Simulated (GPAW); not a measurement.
A run of GPAW 26.7.0 is set up as follows.

File run.py:

```python
import numpy as np
from ase.dft.bandgap import bandgap
from ase.io import write
from ase.spacegroup import crystal
from ase.units import GPa
from gpaw import GPAW, PW, setup_paths
from gpaw.spinorbit import soc_eigenstates

setup_paths.insert(0, '.')

# Te 4c
# Cd 4a
atoms = crystal(['Te', 'Cd'],
                basis=[[0.25, 0.25, 0.25],
                       [0.0, 0.0, 0.0]],
                spacegroup=216, setting=1,  # F-43m
                cellpar=[6.41, 6.41, 6.41, 90.0, 90.0, 90.0],
                primitive_cell=True)

calc = GPAW(mode=PW(600),
            xc='BLYP',
            kpts={'size': (6, 6, 6), 'gamma': True},
            occupations={'name': 'fermi-dirac', 'width': 0.05},
            nbands=18,
            convergence={'density': 1e-05, 'energy': 1e-05},
            eigensolver='davidson',
            maxiter=150,
            txt='gpaw.txt')
atoms.calc = calc
energy = atoms.get_potential_energy()
forces = atoms.get_forces()
stress = atoms.get_stress()
calc.write('gs.gpw')
write('result.traj', atoms)
print(f'Energy: {energy:.6f} eV')
print('Forces (eV/A):')
print(forces.round(4))
print('Stress (GPa):', (stress / GPa).round(3))
print('Fermi level:', round(calc.get_fermi_level(), 4), 'eV')
print(f'Gap: {bandgap(calc)[0]:.4f} eV, direct: {bandgap(calc, direct=True)[0]:.4f} eV')

path = atoms.cell.bandpath('GXWKGLUWLK,UX', npoints=100, eps=1e-4)
bs_calc = calc.fixed_density(kpts=path, symmetry='off', nbands=31,
                             convergence={'bands': 'CBM+6.0', 'eigenstates': 1e-6}, txt='bands.txt')
bs = bs_calc.band_structure()
bs.write('bs.json')
print(f'Gap on the path: {bandgap(bs_calc)[0]:.4f} eV')

soc = soc_eigenstates(bs_calc, theta=90, phi=0)
np.savetxt('soc_bands.dat', soc.eigenvalues(), fmt='%.4f')
mesh = soc_eigenstates('gs.gpw', theta=90, phi=0)
np.savetxt('soc_mesh.dat', mesh.eigenvalues(), fmt='%.4f')
print('Fermi level with spin-orbit coupling:', round(mesh.fermi_level, 4), 'eV')
```

Potentials or basis: PAW data sets generated in the run's folder for this functional, pw.

Command:

```bash
$ gpaw-setup -f BLYP Cd Te
$ OMP_NUM_THREADS=1 python run.py
```

(1) What does it give for the pressure?

(2) What does it give for the band gap on the k mesh?

Answers

(1) 6.5 GPa.

(2) 0.46 eV, direct.

Caveat: spin-orbit coupling was added after a scalar SCF, so levels and gaps hold it while energy, forces, pressure and moments don't; this program's spin-orbit splittings come out too wide for heavy elements.

**Measured values to compare with.**

A printed reference work, data compilation reports, for a bulk crystal of CdTe at 0 K: band gap 1.607 eV.

Measured gap of CdTe: 1.607 eV (0 K; a printed reference work, data compilation). This calculation gives 0.46 eV (-1.15 eV). So large a miss can be the level of theory's own, or it may mean another phase, state or a wrong row. The value is that of BLYP, without temperature or zero-point motion. Semilocal functionals fall short of measured gaps as a rule.
